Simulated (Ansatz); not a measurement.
**How settings move the G0W0 gap of CdSe (zincblende)**

CdSe built on the zincblende prototype, relaxed with r2SCAN; one-shot G0W0 in Ansatz without spin-orbit coupling. Calculated for a static, non-magnetic cell.

```xyz
2
Lattice="0.0000 3.0678 3.0678 3.0678 0.0000 3.0678 3.0678 3.0678 0.0000" Properties=species:S:1:pos:R:3 pbc="T T T"
Cd    0.0000    0.0000    0.0000
Se    1.5339    1.5339    1.5339
```

Gaps are read over the mesh points alone. G0W0 here is at a finite number of bands, screening cutoff and k mesh, not at the basis limit.
```tsv
start	potentials	frequency model	mesh	empty bands	screening cutoff (eV)	Kohn-Sham gap (eV)	G0W0 gap (eV)
PBE	PAW	contour deformation	6×6×6	131	100	0.55	1.13
HSE06	PAW	contour deformation	6×6×6	316	180	1.48	1.82
r2SCAN	PAW	contour deformation	6×6×6	316	180	1.04	1.53
PBE0	PAW	contour deformation	6×6×6	316	180	2.08	2.02
PBE	PAW	Godby-Needs pole	6×6×6	316	180	0.55	1.28
PBE	PAW	contour deformation	8×8×8	93	80	0.56	1.16
```

Over the mesh points the PBE gap of 0.55 eV becomes a quasiparticle gap of 1.13 eV (direct at Γ), a change of +0.58 eV. Renormalisation factors Z lie between 0.69 and 0.75.

 On these meshes the dielectric constant comes out too large, which adds an error that these runs don't bound. r2SCAN runs take a wave cutoff of 500 eV.

The program warns that the k mesh is coarse for exact exchange in some of these runs, so their gaps aren't converged.

With a shallow d shell on the cation, G0W0 converges slowly in bands and cutoff, so these values are in doubt.
